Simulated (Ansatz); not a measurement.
## CdO (Monteponite) under changes of volume

One of the cells (12.970 Å³/atom); the others are scaled copies at fixed shape and fractional positions:

```xyz
2
Lattice="0.0000 2.3495 2.3495 2.3495 0.0000 2.3495 2.3495 2.3495 0.0000" Properties=species:S:1:pos:R:3 pbc="T T T"
Cd    0.0000    0.0000    0.0000
O     2.3495    2.3495    2.3495
```

```yaml
Program: Ansatz 0.2.0
Functional: B3LYP
Potentials_or_basis: Ansatz PAW
Cutoff: "420 eV (not typed: the program's choice for these potentials)"
k_mesh: 5 × 5 × 5
Occupations: methfessel-paxton, width 0.1 eV
Spin: no spin polarisation
```

```csv
volume (Å³/atom),energy over the lowest point (meV/atom),pressure (GPa),gap on the mesh (eV)
12.191,?,?,?
12.451,39.76,13.1,1.58
12.710,21.88,9.3,1.51
12.970,9.54,5.9,1.44
13.229,2.43,2.9,1.38
13.488,0.00,0.1,1.31
13.748,2.02,-2.3,1.25
```

Problem. What does the run at 12.191 Å³/atom give?

Solution. Energy over the lowest point 64.69 meV/atom; pressure 17.4 GPa; gap on the mesh 1.65 eV.

Worked out: A Birch-Murnaghan fit of order 3 (a polynomial in V^(-2/3)) to the other rows has its minimum at 13.50 Å³/atom with B0 = V·E''(V) = 141 GPa and B' = 3.2. It gives 63.79 meV/atom at 12.191 Å³/atom, against the run's 64.69, and -dE/dV = 16.8 GPa, against 17.4. A straight line through the other rows of the gap, of slope -3.33 eV per unit of ln V, extrapolates to 1.65 eV, against the run's 1.65.

Energies are extrapolated to zero smearing.

Caveats: all runs use coarse meshes; odd divisions of the mesh miss points on the zone boundary, where band edges often lie, so the gap on the mesh can be too wide; the PAW data sets come from PBE, with cores solved anew for the run's functional, which leaves a small shift of forces and pressure; the thresholds are loose for stress.

A mesh can miss the band edges. Spin-orbit coupling on Cd is left out.
